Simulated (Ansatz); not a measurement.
Ti3SiC2 (MAX-312 type, space group P6_3/mmc)

```
CELL_PARAMETERS angstrom
      3.06728     0.00000     0.00000
     -1.53364     2.65635     0.00000
      0.00000     0.00000    17.67556
ATOMIC_POSITIONS crystal
  Ti 0.00000 0.00000 0.00000
  Ti 0.00000 0.00000 0.50000
  Ti 0.33333 0.66667 0.13514
  Ti 0.66667 0.33333 0.63514
  Ti 0.66667 0.33333 0.86486
  Ti 0.33333 0.66667 0.36486
  Si 0.00000 0.00000 0.25000
  Si 0.00000 0.00000 0.75000
  C  0.33333 0.66667 0.57250
  C  0.66667 0.33333 0.07250
  C  0.66667 0.33333 0.42750
  C  0.33333 0.66667 0.92750
```

E(V) scan at fixed shape, V₀ the volume above. The atoms relax within the cell's symmetry.

The numbers are results of r2SCAN (plane waves to 500 eV, PAW, scalar-relativistic; Ansatz, an electronic-structure program), not measurements. k mesh 14×14×3 (Γ-centred), Fermi-Dirac smearing 0.05 eV. The energy includes the smearing's −TS. Stress and pressure are positive under compression. With the shape held, the modulus is that of even scaling; a crystal free to change shape is softer. Ti3SiC2 is run without spin polarisation. Ti3SiC2 was relaxed with its symmetry unable to fall. ΔE is measured from the relaxed starting cell. The last digit holds for this mesh only.

```csv
V (Å³/atom),ΔE (meV/atom)
11.281,withheld
11.461,15.9
11.641,6.9
11.821,1.7
12.001,0.0
12.181,1.6
12.361,6.2
12.541,13.5
12.721,23.5
```

Problem. Fit a third-order Birch-Murnaghan form (E₀, V₀, B₀, B₀′ free) to the given rows and predict ΔE at V = 11.281.

Solution. Least squares on the 8 given rows: ΔE = E₀ + (9V₀B₀/16)·y²·[2 + (B₀′ − 4)y], y = (V₀/V)^(2/3) − 1, with V₀ = 12.002 Å³/atom, B₀ = 192.9 GPa (160.2 GPa = 1 eV/Å³; the term in eV is multiplied by 1000), B₀′ = 4.18, E₀ = 0.02 meV/atom; root-mean-square residual 0.02 meV/atom. At 11.281 the fit gives 29.0 meV/atom; the calculation gives 29.0 meV/atom, the same to the digits shown. For the pressure the fit gives 13.6 GPa against the computed 13.6 GPa.

(Under strain, the slope of the energy per volume gives the stress and its curvature an elastic modulus.)
